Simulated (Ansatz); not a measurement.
Runs of Ansatz 0.2.0 on C. It takes space group P6_3/mmc (No. 194, hexagonal). The conventional cell has a = 2.522 Å, b = 2.522 Å, c = 8.237 Å, α = 90.00°, β = 90.00°, γ = 120.00°. C (site symmetry 3m) is surrounded by 4 C at 1.54 Å. C (site symmetry 3m) has 4 C at 1.54 Å as nearest neighbours. This is a hexagonal form of diamond, not graphite.

| task | level | cell | points for each segment of the path | gap on the mesh (eV) | pressure (GPa) | relaxed volume (Å³/atom) | largest force (eV/Å) |
| --- | --- | --- | --- | --- | --- | --- | --- |
| band structure | PBEsol | as given | 10 | 4.28 | -4.3 | - | 0.33 |
| band structure | LDA | as given | 10 | (a) | -12.6 | - | 0.33 |
| relaxation of cell and atoms | LDA | relaxed | - | 4.59 | 0.0 | 5.51 | - |
| relaxation of cell and atoms | revPBE+D4 | relaxed | - | (b) | 0.0 | 5.59 | - |

Alike in all rows: potentials or basis Ansatz PAW; no spin polarisation; k mesh 12 × 12 × 4; cutoff (eV) 420; smearing fermi-dirac 0.05 eV.

Task: Fill in the values left out.

Result: (a) 4.38; (b) 4.58.

Caveats: the PAW data sets come from PBE, with cores solved anew for the run's functional, which leaves a small shift of forces and pressure; the plane-wave basis is chosen anew once the cell has moved, so the energies of steps on either side of that aren't comparable (some runs).

A k mesh can miss the band edges.
